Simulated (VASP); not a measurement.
# H4CO: single point with PBE+D3(BJ)

H4CO:

```
C O H
1.0
     7.38032    0.00000    0.00000
     0.00000    7.38032    0.00000
     0.00000    0.00000    7.38032
C O H
6 6 24
Direct
  0.48150 0.29579 0.41146
  0.68803 0.21288 0.93782
  0.94227 0.85510 0.42361
  0.42168 0.69378 0.74258
  0.20057 0.18876 0.04817
  0.98309 0.68309 0.95988
  0.52067 0.10319 0.39567
  0.55488 0.23003 0.79163
  0.09872 0.75293 0.43617
  0.30927 0.53148 0.78277
  0.24613 0.00728 0.05619
  0.91114 0.65946 0.78998
  0.46226 0.35333 0.27843
  0.58492 0.08290 0.51154
  0.35570 0.32883 0.47862
  0.59375 0.34898 0.49015
  0.77451 0.32858 0.94608
  0.44689 0.13983 0.79675
  0.60457 0.16090 0.06811
  0.79375 0.10826 0.91458
  0.92777 0.91198 0.28627
  0.10705 0.64536 0.35740
  0.82277 0.77625 0.45516
  0.98229 0.99238 0.49048
  0.38981 0.78108 0.62584
  0.38031 0.42644 0.76148
  0.39031 0.78602 0.86373
  0.56774 0.66859 0.69162
  0.32661 0.26038 0.09640
  0.31180 0.98436 0.17310
  0.12107 0.21654 0.93714
  0.10033 0.22374 0.16079
  0.87068 0.77167 0.02254
  0.01238 0.63916 0.72185
  0.99811 0.55022 0.03182
  0.10301 0.76700 0.99184
```

The cell was built by a generator and needn't be a form met in nature.

```json
{"Program": "VASP 6.6.1", "Task": "single point", "Functional": "PBE", "Dispersion": "D3(BJ)", "Potentials or basis": "VASP PAW PBE potentials, release 64 (C, O, H)", "Cutoff": "520 eV", "k mesh": "1 × 1 × 1", "Occupations": "fermi-dirac, width 0.05 eV", "Spin": "no spin polarisation"}
```

```yaml
Pressure: -0.1 GPa
Largest_force: 4.949 eV/Å
Band_gap_on_the_k_mesh: 4.20 eV, direct
Dispersion_energy_per_atom: -0.034 eV
```

Forces on the atoms (eV/Å):
```
C    0.429 -0.527  0.021
C   -2.023 -2.862  1.315
C    0.659  2.655 -1.295
C    0.387  0.362  0.505
C    0.703  0.871  4.821
C   -2.000  1.189  3.535
O   -0.130  0.295  0.547
O   -0.952 -1.135 -0.342
O    1.969 -1.529  0.259
O   -0.220  2.518 -0.850
O    0.894 -2.203  0.720
O   -1.961  0.369  0.017
H    0.624  0.265 -0.634
H   -0.311 -0.382 -0.518
H   -0.648 -0.279  0.678
H    0.084  0.875 -0.189
H   -0.440  1.490  0.300
H    2.335  1.189  0.633
H    1.699  1.306 -1.507
H   -0.652 -0.448 -0.406
H   -0.347 -0.399 -0.420
H   -0.555  0.698  0.182
H   -0.649  0.391  0.760
H   -1.175 -1.703  0.382
H   -1.452 -0.517 -0.346
H    1.169 -1.068 -0.143
H    1.245 -0.759 -0.863
H   -0.947 -0.355  1.817
H   -0.982  0.713 -1.492
H   -0.550  0.177 -0.982
H   -0.393  0.819 -2.667
H    0.360 -0.168 -0.285
H    0.876 -1.113  0.408
H    2.882 -0.862 -2.933
H   -0.064  0.405  0.120
H    0.139 -0.276 -1.145
```

Stress tensor (GPa, compression positive):
```
-1.77 -1.83 -0.05
-1.83 -0.20  0.24
-0.05  0.24  1.53
```

Levels at points of the mesh, in eV from the valence-band top:
```tsv
k point	band 40	band 41	band 42	band 43	band 44	band 45
(0.00, 0.00, 0.00)	-0.49	-0.21	0.00	4.20	5.00	5.77
```

It took 36 s on 1 thread of Intel(R) Xeon(R) 6975P-C (Granite Rapids), on a shared host, peak memory 0.41 GiB.

Expect the measured gap to be larger: semilocal functionals such as PBE lack the derivative discontinuity.
